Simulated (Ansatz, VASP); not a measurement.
Pb in VASP and in Ansatz

```
CELL_PARAMETERS angstrom
-1.97966 1.97966 1.97966
1.97966 -1.97966 1.97966
1.97966 1.97966 -1.97966
ATOMIC_POSITIONS crystal
Pb 0.00000 0.00000 0.00000
```

This isn't the form of Pb at room conditions, which is fcc.

Alike in both runs: task single point; functional PBEsol; k mesh 9 × 9 × 9; occupations gaussian, width 0.02 eV; no spin polarisation.

|  | VASP | Ansatz |
| --- | --- | --- |
| version | VASP 6.6.1 | Ansatz 0.2.0 |
| potentials or method | VASP PAW PBE potentials, release 64 (Pb_d) | Ansatz PAW |
| plane-wave cutoff (eV) | 520 | 420 |
| valence electrons in the cell | 14 | 14 |

Ansatz gave:

| Quantity | Value |
| --- | --- |
| gap on the k mesh at the Fermi level (eV) | none |
| pressure (GPa) | -2.0 |

Problem. Which values does VASP return?

Solution. gap on the k mesh at the Fermi level (eV): none; pressure (GPa): -2.1.

A gap of «none» marks a metal or a gap that the smearing closes. The functional is the same, so the differences come from potentials, cutoffs and numerics.

Caveats: the PAW data sets were made with another functional, which shifts forces and pressure a little (VASP); the PAW data sets come from PBE, with cores solved anew for the run's functional, which leaves a small shift of forces and pressure (Ansatz). Spin-orbit coupling is left out, which matters for the levels of Pb.
